**Wannier functions of tetragonal SiO2: forecast from electron count and a twofold axis**

The table holds spreads, on-site energies and centres of the sixteen maximally localised Wannier functions of SiO2 (I-42d), from PBE plane waves in Ansatz 0.2.0 on an r2SCAN cell. The program sorts the twelve known rows into bond and lone-pair functions, fits the cell edge on four known pairs of symmetry images and forecasts the four withheld rows as images of known ones. All spreads and energies and the set of four centres are reproduced to the rounding of the table, but rows 11 and 13 come out swapped, a miss of 0.682 Å as labelled. Bond centres placed on the straight O–Si line miss by about 0.12 Å; the computed centres lie 17° off it and subtend about 110° at oxygen against 145° for Si–O–Si.

Maximally localised Wannier functions of the filled bands of SiO2 (space group I-42d, cell relaxed with r2SCAN), computed with Ansatz 0.2.0 using non-magnetic PBE, PAW, a 420 eV plane-wave cutoff and a 6x6x6 k mesh. The trial orbitals are O 2s and O 2p. Centres are cartesian, and on-site energies are measured from the top of the valence band.

## The fit in Python

```python
# Table: spreads (A^2), on-site energies (eV from valence top), centres (A) of 16 maximally localised
# Wannier functions of SiO2 (I-42d), Ansatz 0.2.0, PBE plane waves. Tested: electron count plus a
# twofold axis as forecast of the withheld rows; bond centres on the straight O-Si line as alternative.
T = {
    'row': [1, 2, 3, 4, 5, 6, 7, 8, 9, 10, 11, 12, 13, 14, 15, 16],
    'function_spread': [0.644, 0.644, 0.644, 0.644, 0.557, 0.644, 0.557, 0.557, 0.557, 0.644, 0.557, 0.644, 0.557, 0.557, 0.557, 0.644],  # angstrom^2
    'function_on_site': [-4.525, -4.525, -4.525, -4.525, -8.825, -4.525, -8.825, -8.825, -8.825, -4.525, -8.825, -4.525, -8.825, -8.825, -8.825, -4.525],  # eV
    'function_x': [1.085, 0.628, -1.386, -0.628, 1.506, 1.386, 0.966, 0.251, 0.251, 0.628, -0.966, -1.085, -1.506, -0.251, -0.251, -0.628],  # angstrom
    'function_y': [3.1, 1.085, 1.844, 3.858, 2.723, 3.1, 2.723, 0.966, 1.506, 1.386, 2.22, 1.844, 2.22, 3.438, 3.978, 3.557],  # angstrom
    'function_z': [2.935, 1.106, 2.552, 1.106, 2.952, 2.552, 2.535, 0.706, 1.123, 0.723, 2.535, 2.935, 2.952, 1.123, 0.706, 0.723],  # angstrom
}
HELD = [10, 11, 12, 13]  # rows withheld from the fit
import numpy as np
R = np.array([T['function_x'], T['function_y'], T['function_z']], float).T
S = np.array(T['function_spread'], float); E = np.array(T['function_on_site'], float)
K = [i for i in range(16) if i not in HELD]; nrm = np.linalg.norm
B = [i for i in K if E[i] < E[K].mean()]; L = [i for i in K if i not in B]
total, d = 9.614, 1.613   # total spread and Si-O distance, results of the same run
sb, sl, eb, el = S[B].mean(), S[L].mean(), E[B].mean(), E[L].mean()
print(f"known rows: {len(B)} bond ({sb:.3f} A^2, {eb:.3f} eV), {len(L)} lone pair ({sl:.3f} A^2, {el:.3f} eV)")
print(f"class gap {el-eb:.3f} eV; spread difference {sl-sb:.3f} A^2 ({100*(sl/sb-1):.1f} %); 8+8 mean level {(eb+el)/2:.3f} eV")
left = total - S[K].sum()
print(f"spread left for withheld rows {left:.3f} A^2; accumulated rounding at most {17*0.0005:.4f} A^2")
for n in range(4):
    print(f"  {n} lone pair + {4-n} bond: {n*sl+(4-n)*sb:.3f} A^2, left minus model {left-n*sl-(4-n)*sb:+.3f}")
pairs = [(1, 3), (9, 15), (7, 14), (5, 2)]   # known rows related by the twofold axis
a = np.mean([R[i, 1] + R[j, 1] for i, j in pairs]); c = 8/3*R[[0, 4, 5, 6], 2].mean()
img = lambda r: np.array([-r[0], a - r[1], r[2]])
res = max(abs(img(R[i]) - R[j]).max() for i, j in pairs)
print(f"fitted a {a:.4f} A, c {c:.3f} A, volume {a*a*c/12:.2f} A^3/atom")
print(f"largest image residual on 4 known pairs {res:.4f} A (table rounding 0.0005 A)")
u0 = np.sqrt(d*d - (a/4)**2 - (c/8)**2)
Si = np.array([[0, 0, 0], [0, a/2, c/4], [a/2, a/2, c/2], [-a/2, a/2, c/2], [0, a, 0]])
Ox = lambda u: np.array([[a/4, a/2+u, 3*c/8], [u, a/4, c/8], [-a/4, a/2-u, 3*c/8], [-u, 3*a/4, c/8]])
ang = lambda p, q: np.degrees(np.arccos(p @ q/nrm(p)/nrm(q)))
def site(r, u=u0):
    O = Ox(u); k = np.argmin(nrm(O - r, axis=1)); s = Si[np.argmin(nrm(Si - r, axis=1))]
    return k, O[k], s - O[k]
print(f"O offset from Si-O distance u = {u0:.3f} A; geometry at first O for u and u +- 0.003 A:")
for u in (u0 - 0.003, u0 + 0.003, u0):
    o = Ox(u)[0]; sos = ang(Si[1]-o, Si[2]-o); ab = ang(R[4]-o, R[6]-o); al = ang(R[0]-o, R[5]-o)
    print(f"  u {u:.3f}: Si-O-Si {sos:.1f}, bond-O-bond {ab:.1f}, lone-O-lone {al:.1f} deg")
db = np.mean([nrm(R[i]-site(R[i])[1]) for i in B]); dl = np.mean([nrm(R[i]-site(R[i])[1]) for i in L])
tilt = np.mean([ang(R[i]-site(R[i])[1], site(R[i])[2]) for i in B])
dp = np.mean([(R[i]-site(R[i])[1]) @ site(R[i])[2]/d for i in B])
line = lambda r: site(r)[1] + dp*site(r)[2]/d
print(f"distance from O: bond {db:.3f} A ({100*db/d:.0f} % of Si-O), lone pair {dl:.3f} A")
print(f"bond centre {tilt:.1f} deg off the O-Si line; along it {dp:.3f} A ({100*dp/d:.0f} %)")
print(f"straight-line model misses known bond centres by {np.mean([nrm(line(R[i])-R[i]) for i in B]):.3f} A")
print(f"bond axis vs lone-pair axis at first O {ang(R[4]-R[6], R[0]-R[5]):.1f} deg")
f = lambda t: -np.cos(np.radians(t))/(1 - np.cos(np.radians(t)))
print(f"Coulson s fraction from centre angles: bond {f(ab):.2f}, lone {f(al):.2f}, sum of four {2*f(ab)+2*f(al):.2f} (should be 1)")
print(f"Coulson s fraction from Si-O-Si: bond {f(sos):.2f}, lone {0.5-f(sos):.2f}")
for k in range(4):
    print(f"O{k+1} known: {sum(site(R[i])[0]==k for i in B)} bond, {sum(site(R[i])[0]==k for i in L)} lone pair")
assert res < 0.002
assert db > dl and sb < sl and eb < el
assert 100 < ab < 125 < sos
src = {10: 4, 11: 0, 12: 6, 13: 8}   # withheld row <- known row whose image is still missing
P = {h: img(R[src[h]]) for h in HELD}; v = lambda r: f"({r[0]:.3f}, {r[1]:.3f}, {r[2]:.3f})"
print("forecast bars: +-0.002 A^2, +-0.001 eV, +-0.002 A per coordinate")
print(f"rows 11 and 13 may be swapped; their forecasts lie {nrm(P[10]-P[12]):.3f} A apart")
for h in HELD:
    s = src[h]; m = min(HELD, key=lambda g: nrm(P[g] - R[h]))
    print(f"row {h+1} forecast (image of row {s+1}): {S[s]:.3f} A^2, {E[s]:.3f} eV, {v(P[h])} A")
    print(f"  computed: {S[h]:.3f} A^2, {E[h]:.3f} eV, {v(R[h])} A, on O{site(R[h])[0]+1}")
    print(f"  miss: {S[h]-S[s]:+.3f} A^2, {E[h]-E[s]:+.3f} eV, centre {nrm(R[h]-P[h]):.3f} A")
    t = f"; straight line misses {nrm(line(R[h])-R[h]):.3f} A" if src[m] in B else ""
    print(f"  nearest forecast: image of row {src[m]+1}, largest coordinate miss {abs(P[m]-R[h]).max():.4f} A{t}")
print(f"sum of all 16 spreads {S.sum():.3f} A^2 against total {total:.3f} A^2")
```

Output:

```
known rows: 5 bond (0.557 A^2, -8.825 eV), 7 lone pair (0.644 A^2, -4.525 eV)
class gap 4.300 eV; spread difference 0.087 A^2 (15.6 %); 8+8 mean level -6.675 eV
spread left for withheld rows 2.321 A^2; accumulated rounding at most 0.0085 A^2
  0 lone pair + 4 bond: 2.228 A^2, left minus model +0.093
  1 lone pair + 3 bond: 2.315 A^2, left minus model +0.006
  2 lone pair + 2 bond: 2.402 A^2, left minus model -0.081
  3 lone pair + 1 bond: 2.489 A^2, left minus model -0.168
fitted a 4.9435 A, c 7.316 A, volume 14.90 A^3/atom
largest image residual on 4 known pairs 0.0005 A (table rounding 0.0005 A)
O offset from Si-O distance u = 0.488 A; geometry at first O for u and u +- 0.003 A:
  u 0.485: Si-O-Si 145.0, bond-O-bond 111.2, lone-O-lone 119.1 deg
  u 0.491: Si-O-Si 144.6, bond-O-bond 109.8, lone-O-lone 121.2 deg
  u 0.488: Si-O-Si 144.8, bond-O-bond 110.5, lone-O-lone 120.1 deg
distance from O: bond 0.415 A (26 % of Si-O), lone pair 0.281 A
bond centre 17.2 deg off the O-Si line; along it 0.397 A (25 %)
straight-line model misses known bond centres by 0.123 A
bond axis vs lone-pair axis at first O 90.5 deg
Coulson s fraction from centre angles: bond 0.26, lone 0.33, sum of four 1.19 (should be 1)
Coulson s fraction from Si-O-Si: bond 0.45, lone 0.05
O1 known: 2 bond, 2 lone pair
O2 known: 2 bond, 2 lone pair
O3 known: 0 bond, 1 lone pair
O4 known: 1 bond, 2 lone pair
forecast bars: +-0.002 A^2, +-0.001 eV, +-0.002 A per coordinate
rows 11 and 13 may be swapped; their forecasts lie 0.682 A apart
row 11 forecast (image of row 5): 0.557 A^2, -8.825 eV, (-1.506, 2.220, 2.952) A
  computed: 0.557 A^2, -8.825 eV, (-0.966, 2.220, 2.535) A, on O3
  miss: +0.000 A^2, +0.000 eV, centre 0.682 A
  nearest forecast: image of row 7, largest coordinate miss 0.0005 A; straight line misses 0.122 A
row 12 forecast (image of row 1): 0.644 A^2, -4.525 eV, (-1.085, 1.843, 2.935) A
  computed: 0.644 A^2, -4.525 eV, (-1.085, 1.844, 2.935) A, on O3
  miss: +0.000 A^2, +0.000 eV, centre 0.001 A
  nearest forecast: image of row 1, largest coordinate miss 0.0005 A
row 13 forecast (image of row 7): 0.557 A^2, -8.825 eV, (-0.966, 2.220, 2.535) A
  computed: 0.557 A^2, -8.825 eV, (-1.506, 2.220, 2.952) A, on O3
  miss: +0.000 A^2, +0.000 eV, centre 0.682 A
  nearest forecast: image of row 5, largest coordinate miss 0.0005 A; straight line misses 0.122 A
row 14 forecast (image of row 9): 0.557 A^2, -8.825 eV, (-0.251, 3.437, 1.123) A
  computed: 0.557 A^2, -8.825 eV, (-0.251, 3.438, 1.123) A, on O4
  miss: +0.000 A^2, +0.000 eV, centre 0.001 A
  nearest forecast: image of row 9, largest coordinate miss 0.0005 A; straight line misses 0.123 A
sum of all 16 spreads 9.608 A^2 against total 9.614 A^2
```
